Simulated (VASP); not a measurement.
# Pt (Fm-3m) in VASP: further runs

One crystal, Pt, is run at these levels: PBE; tasks: relaxation of cell and atoms, electrostatic potential.

Everything below comes from runs of VASP 6.6.1. Logs are shortened: lines on timing, memory, paths and dates and some standing lists are left out, and cuts for length are marked.

## Step 1: Starting point

Symmetry: Fm-3m, No. 225, cubic system. The conventional cell has a = 3.920 Å, b = 3.920 Å, c = 3.920 Å, α = 90.00°, β = 90.00°, γ = 90.00°. Around Pt (site symmetry m-3m) lie 12 Pt at 2.77 Å.

The cell was built by a generator and needn't be a form met in nature.

## Step 2: Relaxation of cell and atoms, PBE

File INCAR:

```
PREC = Accurate
ENCUT = 700
EDIFF = 1E-6
ISMEAR = 1
SIGMA = 0.1
LREAL = False
LASPH = True
NELM = 120
ALGO = Normal
ISIF = 3
LWAVE = False
LCHARG = False
GGA = PE
IBRION = 2
NSW = 60
EDIFFG = -0.005
```

File KPOINTS:

```
Automatic mesh
0
Gamma
  18 18 18
```

File POSCAR:

```
Pt
1.0
    0.0000000000      1.9600000000      1.9600000000
    1.9600000000      0.0000000000      1.9600000000
    1.9600000000      1.9600000000      0.0000000000
Pt
1
Direct
    0.0000000000      0.0000000000      0.0000000000
```

Potentials or basis: VASP PAW PBE potentials, release 64 (Pt).

On the command line:

```sh
$ cat potpaw_PBE.64/Pt/POTCAR > POTCAR
$ mpirun -np 1 vasp_std > vasp.out
```

OUTCAR:

```text
PREC = Accurate
   ENCUT = 700
   EDIFF = 1E-6
   ISMEAR = 1
   LREAL = False
   LASPH = True
   NELM = 120
   ISIF = 3
   GGA = PE
   IBRION = 2
   NSW = 60
   EDIFFG = -0.005

 ion  position               nearest neighbor table
   1  0.000  0.000  0.000-

  LATTYP: Found a face centered cubic cell.
 ALAT       =     3.9200000000

  Lattice vectors:

 A1 = (   0.0000000000,   1.9600000000,   1.9600000000)
 A2 = (   1.9600000000,   0.0000000000,   1.9600000000)
 A3 = (   1.9600000000,   1.9600000000,   0.0000000000)

Analysis of symmetry for initial positions (statically):
=====================================================================
 Subroutine PRICEL returns:
 Original cell was already a primitive cell.

 Routine SETGRP: Setting up the symmetry group for a
 face centered cubic supercell.

 Subroutine GETGRP returns: Found 48 space group operations
 (whereof 48 operations were pure point group operations)
 out of a pool of 48 trial point group operations.

The static configuration has the point symmetry O_h .

Analysis of symmetry for dynamics (positions and initial velocities):
=====================================================================
 Subroutine PRICEL returns:
 Original cell was already a primitive cell.

 Routine SETGRP: Setting up the symmetry group for a
 face centered cubic supercell.

 Subroutine GETGRP returns: Found 48 space group operations
 (whereof 48 operations were pure point group operations)
 out of a pool of 48 trial point group operations.

The dynamic configuration has the point symmetry O_h .

 Subroutine INISYM returns: Found 48 space group operations
 (whereof 48 operations are pure point group operations),
 and found     1 'primitive' translations

----------------------------------------------------------------------------------------

                                     Primitive cell

  volume of cell :      15.0591

  direct lattice vectors                    reciprocal lattice vectors
     0.000000000  1.960000000  1.960000000    -0.255102041  0.255102041  0.255102041
     1.960000000  0.000000000  1.960000000     0.255102041 -0.255102041  0.255102041
     1.960000000  1.960000000  0.000000000     0.255102041  0.255102041 -0.255102041

  length of vectors
     2.771858582  2.771858582  2.771858582     0.441849696  0.441849696  0.441849696

  position of ions in fractional coordinates (direct lattice)
     0.000000000  0.000000000  0.000000000

  ion indices of the primitive-cell ions
   primitive index   ion index
                 1           1

----------------------------------------------------------------------------------------

 KPOINTS: Automatic mesh

Automatic generation of k-mesh.
 Grid dimensions read from file:
 generate k-points for:   18   18   18

 Generating k-lattice:

  Cartesian coordinates                     Fractional coordinates (reciprocal lattice)
    -0.014172336  0.014172336  0.014172336     0.055555556  0.000000000  0.000000000
     0.014172336 -0.014172336  0.014172336     0.000000000  0.055555556  0.000000000
     0.014172336  0.014172336 -0.014172336     0.000000000  0.000000000  0.055555556

  Length of vectors
     0.024547205  0.024547205  0.024547205

  Shift w.r.t. Gamma in fractional coordinates (k-lattice)
     0.000000000  0.000000000  0.000000000

 Subroutine IBZKPT returns following result:
 ===========================================

 Found    195 irreducible k-points:

 Following reciprocal coordinates:
            Coordinates               Weight
  0.000000  0.000000  0.000000      1.000000
  0.055556  0.000000  0.000000      8.000000
  0.111111  0.000000  0.000000      8.000000
  0.166667  0.000000  0.000000      8.000000
  0.222222  0.000000  0.000000      8.000000
  0.277778  0.000000  0.000000      8.000000
[... 16 lines left out ...]
 -0.277778  0.055556  0.000000     24.000000
 -0.222222  0.055556  0.000000     24.000000
 [... further k-points ...]
   k-points           NKPTS =    195   k-points in BZ     NKDIM =    195   number of bands    NBANDS=      9
   number of dos      NEDOS =    301   number of ions     NIONS =      1
   total plane-waves  NPLWV =  13824
   dimension x,y,z NGX =    24 NGY =   24 NGZ =   24
   dimension x,y,z NGXF=    48 NGYF=   48 NGZF=   48
   ions per type =               1
   NGX,Y,Z   is equivalent  to a cutoff of  14.39, 14.39, 14.39 a.u.
   NGXF,Y,Z  is equivalent  to a cutoff of  28.79, 28.79, 28.79 a.u.
 SYSTEM =  unknown system
   PREC   = accura    normal or accurate (medium, high low for compatibility)
   ISTART =      0    job   : 0-new  1-cont  2-samecut
   ICHARG =      2    charge: 1-file 2-atom 10-const
   ISPIN  =      1    spin polarized calculation?
   LNONCOLLINEAR =      F non collinear calculations
   LSORBIT =      F    spin-orbit coupling
   LASPH  =      T    aspherical Exc in radial PAW
   ENCUT  =  700.0 eV  51.45 Ry    7.17 a.u.   5.98  5.98  5.98*2*pi/ulx,y,z
   NELM   =    120;   NELMIN=  2; NELMDL= -5     # of ELM steps
   EDIFF  = 0.1E-05   stopping-criterion for ELM
   LREAL  =      F    real-space projection
   EDIFFG = -.5E-02   stopping-criterion for IOM
   NSW    =     60    number of steps for IOM
   IBRION =      2    ionic relax: 0-MD 1-quasi-New 2-CG
   NFREE  =      1    steps in history (QN), initial steepest desc. (CG)
   ISIF   =      3    stress and relaxation
   ISYM   =      2    0-nonsym 1-usesym 2-fastsym
   POTIM  = 0.5000    time-step for ionic-motion
   TEBEG  =    0.0;   TEEND  =   0.0 temperature during run
   PSTRESS=    0.0 pullay stress
   NELECT =      10.0000    total number of electrons
   NUPDOWN=      -1.0000    fix difference up-down
   EMIN   =  10.00;   EMAX   =-10.00  energy-range for DOS
   EFERMI =   0.00;   METHOD = LEGACY
   ISMEAR =     1;   SIGMA  =   0.10  broadening in eV -4-tet -1-fermi 0-gaus
   EFERMI_NEDOS =   21; number of points for ismear=-14 and -15
   IALGO  =     38    algorithm
   IMIX   =      4    mixing-type and parameters
     AMIX     =   0.40;   BMIX     =  1.00
     AMIX_MAG =   1.60;   BMIX_MAG =  1.00
  volume/ion in A,a.u.               =      15.06       101.62
  Fermi-wavevector in a.u.,A,eV,Ry     =   1.428265  2.699029 27.755077  2.039941
  Thomas-Fermi vector in A             =   2.548345
   LORBIT       =      0    0 simple, 1 ext, 2 COOP (PROOUT), +10 PAW based schemes
   GGA     = PE    functional components
   LHFCALC =     F    Hartree Fock is set to
   AEXX    =    0.0000 exact exchange contribution
   IVDW    =     0    specifies the selected vdW correction
   LEPSILON=     F    determine dielectric tensor
   LRPA    =     F    only Hartree local field effects (RPA)
 conjugate gradient relaxation of ions
 non-spin polarized calculation
 Methfessel and Paxton  Order N= 1 SIGMA  =   0.10
  energy-cutoff  :      700.00
  volume of cell :       15.06
 maximum number of plane-waves:       648
   NGX = 11   NGY = 11   NGZ = 11

--------------------------------------- Ionic step        1  -------------------------------------------

 number of electron      10.0000000 magnetization

 Free energy of the ion-electron system (eV)
  ---------------------------------------------------
  ext. energy  EPLUGINS =         0.00000000
  ---------------------------------------------------
  free energy    TOTEN  =        -6.07808187 eV

  energy without entropy =       -6.07736440  energy(sigma->0) =       -6.07784271

------------------------ aborting loop because EDIFF is reached ----------------------------------------

  FORCE on cell =-STRESS in cart. coord.  units (eV):
  Direction    XX          YY          ZZ          XY          YZ          ZX
  --------------------------------------------------------------------------------------
  -------------------------------------------------------------------------------------
  Total        0.9367189      0.9367189      0.9367189      0.0000000     -0.0000000      0.0000000
  in kB       99.6601790     99.6601790     99.6601790      0.0000000     -0.0000000      0.0000000
  external PRESSURE =      99.6601790 kB  Pullay stress =       0.0000000 kB

 VOLUME and BASIS-vectors are now :
 -----------------------------------------------------------------------------
  energy-cutoff  :      700.00
  volume of cell :       15.06
      direct lattice vectors                 reciprocal lattice vectors
     0.000000000  1.960000000  1.960000000    -0.255102041  0.255102041  0.255102041
     1.960000000  0.000000000  1.960000000     0.255102041 -0.255102041  0.255102041
     1.960000000  1.960000000  0.000000000     0.255102041  0.255102041 -0.255102041

 POSITION                                       TOTAL-FORCE (eV/Angst)
 -----------------------------------------------------------------------------------
      0.00000      0.00000      0.00000         0.000000      0.000000      0.000000
 -----------------------------------------------------------------------------------
    total drift:                                0.000000     -0.000000     -0.000000

  FREE ENERGIE OF THE ION-ELECTRON SYSTEM (eV)
  ---------------------------------------------------
  free  energy   TOTEN  =        -6.0780818717 eV

  energy  without entropy=       -6.0773643981  energy(sigma->0) =       -6.07784271

--------------------------------------- Ionic step        2  -------------------------------------------

 number of electron      10.0000001 magnetization

 E-fermi :   8.9144     XC(G=0): -12.7131

 val. band max:        8.9127685074   @ k =   0.4444   0.1111   0.0000
 cond. band min:       8.9186697048   @ k =  -0.4444   0.2778   0.0556
 fundamental gap:      0.0059011974
 Fermi energy:         8.9144413633

 k-point     1 :       0.0000    0.0000    0.0000
  band No.  band energies     occupation
      1       0.0940      2.00000
      2       5.8595      2.00000
      3       5.8595      2.00000
      4       5.8595      2.00000
      5       7.5920      2.00000
      6       7.5920      2.00000
      7      23.8228      0.00000
      8      28.0586      0.00000
      9      28.0586      0.00000

 k-point     2 :       0.0556    0.0000    0.0000
  band No.  band energies     occupation
      1       0.2037      2.00000
      2       5.8161      2.00000
      3       5.9005      2.00000
      4       5.9005      2.00000
      5       7.5710      2.00000
      6       7.5710      2.00000
      7      23.9747      0.00000
      8      27.3941      0.00000
      9      28.2083      0.00000
[... 321 lines left out ...]
 POSITION                                       TOTAL-FORCE (eV/Angst)
 -----------------------------------------------------------------------------------
      0.00000      0.00000      0.00000        -0.000000     -0.000000     -0.000000
 -----------------------------------------------------------------------------------
    total drift:                               -0.000000     -0.000000     -0.000000

  FREE ENERGIE OF THE ION-ELECTRON SYSTEM (eV)
  ---------------------------------------------------
  free  energy   TOTEN  =        -6.0946104720 eV

  energy  without entropy=       -6.0938561887  energy(sigma->0) =       -6.09435904

--------------------------------------- Ionic step        4  -------------------------------------------

 number of electron      10.0000002 magnetization

 Free energy of the ion-electron system (eV)
  ---------------------------------------------------
  ext. energy  EPLUGINS =         0.00000000
  ---------------------------------------------------
  free energy    TOTEN  =        -6.09463381 eV

  energy without entropy =       -6.09388018  energy(sigma->0) =       -6.09438260

 E-fermi :  10.6073     XC(G=0): -13.2819

 val. band max:       10.6057540996   @ k =  -0.3333   0.3889   0.1111
 cond. band min:      10.6170060367   @ k =   0.4444   0.1111   0.0000
 fundamental gap:      0.0112519371
 Fermi energy:        10.6072579776

 k-point     1 :       0.0000    0.0000    0.0000
  band No.  band energies     occupation
      1       0.7770      2.00000
      2       7.0257      2.00000
      3       7.0257      2.00000
      4       7.0257      2.00000
      5       9.0598      2.00000
      6       9.0598      2.00000
      7      25.3373      0.00000
      8      30.1071      0.00000
      9      30.1071      0.00000

 k-point     2 :       0.0556    0.0000    0.0000
  band No.  band energies     occupation
      1       0.8973      2.00000
      2       6.9732      2.00000
      3       7.0731      2.00000
      4       7.0731      2.00000
      5       9.0337      2.00000
      6       9.0337      2.00000
      7      25.5203      0.00000
      8      29.4408      0.00000
      9      30.2874      0.00000
[... 286 lines left out ...]
 POSITION                                       TOTAL-FORCE (eV/Angst)
 -----------------------------------------------------------------------------------
      0.00000      0.00000      0.00000         0.000000      0.000000      0.000000
 -----------------------------------------------------------------------------------
    total drift:                               -0.000000      0.000000     -0.000000

  FREE ENERGIE OF THE ION-ELECTRON SYSTEM (eV)
  ---------------------------------------------------
  free  energy   TOTEN  =        -6.0946338090 eV

  energy  without entropy=       -6.0938801771  energy(sigma->0) =       -6.09438260

 reached required accuracy - stopping structural energy minimisation
```

Run time: 36 s. Hardware: 1 thread of AMD EPYC 9R45 (Zen 5), shared host; peak memory 0.16 GiB.

Results:

- Free energy: -6.0946 eV
- Relaxed volume: 15.62 Å³/atom
- Relaxed cell: a = 2.806 Å, b = 2.806 Å, c = 2.806 Å, α = 60.00°, β = 60.00°, γ = 60.00°
- Space group after relaxing (to 0.05 Å): Fm-3m (No. 225)
- Energy gained by relaxing: 16.6 meV/atom
- Ionic steps: 4
- Pressure after relaxing: 0.0 GPa
- Band gap on the k mesh: none (metal or under the smearing width)

Step by step:
```tsv
step	energy change (eV)	largest force (eV/Å)	pressure (GPa)	volume (Å³)
1	0.0000	0.0000	9.97	15.06
2	0.0842	0.0000	-18.35	17.19
3	-0.0165	0.0000	-0.32	15.64
4	-0.0166	0.0000	-0.03	15.62
```

Final structure:
```cif
data_structure
_symmetry_space_group_name_H-M 'P 1'
_symmetry_Int_Tables_number 1
_cell_length_a 2.8056
_cell_length_b 2.8056
_cell_length_c 2.8056
_cell_angle_alpha 60.000
_cell_angle_beta 60.000
_cell_angle_gamma 60.000
_cell_volume 15.62
loop_
_atom_site_label
_atom_site_type_symbol
_atom_site_fract_x
_atom_site_fract_y
_atom_site_fract_z
_atom_site_occupancy
Pt1 Pt 0.00000 0.00000 0.00000 1
```

The run has no spin-orbit coupling, so splittings on Pt are missing.

## Step 3: Electrostatic potential, PBE

This run uses another cell than the first one, of 15.62 Å³/atom, 1.037 times its volume.

File INCAR:

```
  PREC = Accurate
  ENCUT = 700
  EDIFF = 1E-6
  ISMEAR = 1
  SIGMA = 0.1
  LREAL = F
  LASPH = T
  NELM = 100
  ALGO = Normal
  ISIF = 2
  LWAVE = F
  LCHARG = T
  GGA = PE
  LVHAR = T
```

File KPOINTS:

```
regular mesh
0
Gamma
  18 18 18
```

File POSCAR:

```
Pt                                      
1.0
    0.0000000000      1.9838849200      1.9838849200
    1.9838849200     -0.0000000000      1.9838849200
    1.9838849200      1.9838849200      0.0000000000
  Pt            
     1
Direct
     0.0000000000000000    0.0000000000000000    0.0000000000000000
```

Potentials or basis: VASP PAW PBE potentials, release 64 (Pt).

On the command line:

```sh
$ cat potpaw_PBE.64/Pt/POTCAR > POTCAR
$ mpirun -np 1 vasp_std > vasp.out
```

OUTCAR:

```text
PREC = Accurate
   ENCUT = 700
   EDIFF = 1E-6
   ISMEAR = 1
   LREAL = F
   LASPH = T
   NELM = 100
   ISIF = 2
   GGA = PE

 ion  position               nearest neighbor table
   1  0.000  0.000  0.000-

  LATTYP: Found a face centered cubic cell.
 ALAT       =     3.9677698400

  Lattice vectors:

 A1 = (   0.0000000000,   1.9838849200,   1.9838849200)
 A2 = (   1.9838849200,   0.0000000000,   1.9838849200)
 A3 = (   1.9838849200,   1.9838849200,   0.0000000000)

Analysis of symmetry for initial positions (statically):
=====================================================================
 Subroutine PRICEL returns:
 Original cell was already a primitive cell.

 Routine SETGRP: Setting up the symmetry group for a
 face centered cubic supercell.

 Subroutine GETGRP returns: Found 48 space group operations
 (whereof 48 operations were pure point group operations)
 out of a pool of 48 trial point group operations.

The static configuration has the point symmetry O_h .

[... 162 lines left out ...]
 cond. band min:      10.6169665820   @ k =   0.4444   0.1111   0.0000
 fundamental gap:      0.0112525058
 Fermi energy:        10.6072205763

 k-point     1 :       0.0000    0.0000    0.0000
  band No.  band energies     occupation
      1       0.7770      2.00000
      2       7.0257      2.00000
      3       7.0257      2.00000
      4       7.0257      2.00000
      5       9.0597      2.00000
      6       9.0597      2.00000
      7      25.3373      0.00000
      8      30.1071      0.00000
      9      30.1071      0.00000
[... 265 lines left out ...]
 k-point    24 :      -0.2222    0.0556    0.0000
  band No.  band energies     occupation
      1       2.7666      2.00000
      2       6.5637      2.00000
      3       7.3991      2.00000
      4       7.4627      2.00000
      5       8.8835      2.00000
      6       9.5239      2.00000
      7      24.0957      0.00000
      8      27.0776      0.00000
      9      31.3069      0.00000

 [... further k-points ...]

------------------------ aborting loop because EDIFF is reached ----------------------------------------

  FORCE on cell =-STRESS in cart. coord.  units (eV):
  Direction    XX          YY          ZZ          XY          YZ          ZX
  --------------------------------------------------------------------------------------
  -------------------------------------------------------------------------------------
  Total       -0.0030076     -0.0030076     -0.0030076      0.0000000      0.0000000     -0.0000000
  in kB       -0.3085672     -0.3085672     -0.3085672      0.0000000      0.0000000     -0.0000000
  external PRESSURE =      -0.3085672 kB  Pullay stress =       0.0000000 kB

 VOLUME and BASIS-vectors are now :
 -----------------------------------------------------------------------------
  energy-cutoff  :      700.00
  volume of cell :       15.62
      direct lattice vectors                 reciprocal lattice vectors
     0.000000000  1.983884920  1.983884920    -0.252030748  0.252030748  0.252030748
     1.983884920  0.000000000  1.983884920     0.252030748 -0.252030748  0.252030748
     1.983884920  1.983884920  0.000000000     0.252030748  0.252030748 -0.252030748

 POSITION                                       TOTAL-FORCE (eV/Angst)
 -----------------------------------------------------------------------------------
      0.00000      0.00000      0.00000        -0.000000      0.000000     -0.000000
 -----------------------------------------------------------------------------------
    total drift:                               -0.000000      0.000000     -0.000000

  FREE ENERGIE OF THE ION-ELECTRON SYSTEM (eV)
  ---------------------------------------------------
  free  energy   TOTEN  =        -6.0946791296 eV

  energy  without entropy=       -6.0939255604  energy(sigma->0) =       -6.09442794
```

OSZICAR:

```text
N       E                     dE             d eps       ncg     rms          rms(c)
DAV:   1     0.486340335178E+02    0.48634E+02   -0.66739E+03  3510   0.134E+03
DAV:   2    -0.585635530601E+01   -0.54490E+02   -0.52582E+02  3679   0.213E+02
DAV:   3    -0.647536601928E+01   -0.61901E+00   -0.60985E+00  4102   0.234E+01
DAV:   4    -0.647755446981E+01   -0.21885E-02   -0.21882E-02  4044   0.148E+00
DAV:   5    -0.647756997627E+01   -0.15506E-04   -0.15507E-04  3997   0.115E-01    0.116E+01
DAV:   6    -0.613267054008E+01    0.34490E+00   -0.93535E-01  3595   0.876E+00    0.614E+00
DAV:   7    -0.609793407426E+01    0.34736E-01   -0.14795E-01  3742   0.338E+00    0.248E+00
DAV:   8    -0.609492954728E+01    0.30045E-02   -0.68300E-03  3757   0.801E-01    0.575E-01
DAV:   9    -0.609467671868E+01    0.25283E-03   -0.33165E-04  3705   0.176E-01    0.435E-02
DAV:  10    -0.609467940457E+01   -0.26859E-05   -0.51539E-06  4108   0.196E-02    0.853E-03
DAV:  11    -0.609467912964E+01    0.27493E-06   -0.44818E-08  1895   0.253E-03
   1 F= -.60946791E+01 E0= -.60944279E+01  d E =-.753569E-03
```

It took 12 s on 1 thread of AMD EPYC 9R45 (Zen 5), shared host; peak memory 0.15 GiB.

What came out:

* Free energy: -6.0947 eV
* Pressure: 0.0 GPa
* Band gap on the k mesh: none (metal or under the smearing width)
